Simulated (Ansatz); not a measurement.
Crystal: Ge.

```xyz
2
Lattice="-2.5745 2.5745 1.3974 2.5745 -2.5745 1.3974 2.5745 2.5745 -1.3974" Properties=species:S:1:pos:R:3 pbc="T T T"
Ge    0.0000    0.0000    1.3974
Ge    2.5745    0.0000    0.6987
```

This isn't the form of Ge at room conditions, which is diamond.

Base run:

```yaml
Program: Ansatz 0.2.0
Functional: r2SCAN
Potentials_or_basis: Ansatz PAW
Cutoff: 500 eV
Density_cutoff: 2000 eV
k_mesh: 11 × 11 × 11
Occupations: fermi-dirac, width 0.05 eV
Spin: no spin polarisation
```

Its results: band gap on the k mesh none (metal or under the smearing width); pressure 0.6 GPa.

Problem. The run is repeated on the same cell with these changes: functional from r2SCAN to BLYP; cutoff from 500 eV to 420 eV; density cutoff from 2000 eV to 1680 eV. What comes out?

Solution. Band gap on the k mesh none (metal or under the smearing width); pressure 9.6 GPa.

Caveats: the PAW data sets come from PBE, with cores solved anew for the run's functional, which leaves a small shift of forces and pressure; the potentials were made for another functional, which shifts forces and pressure (some runs).

Not every run made on this cell is shown here.
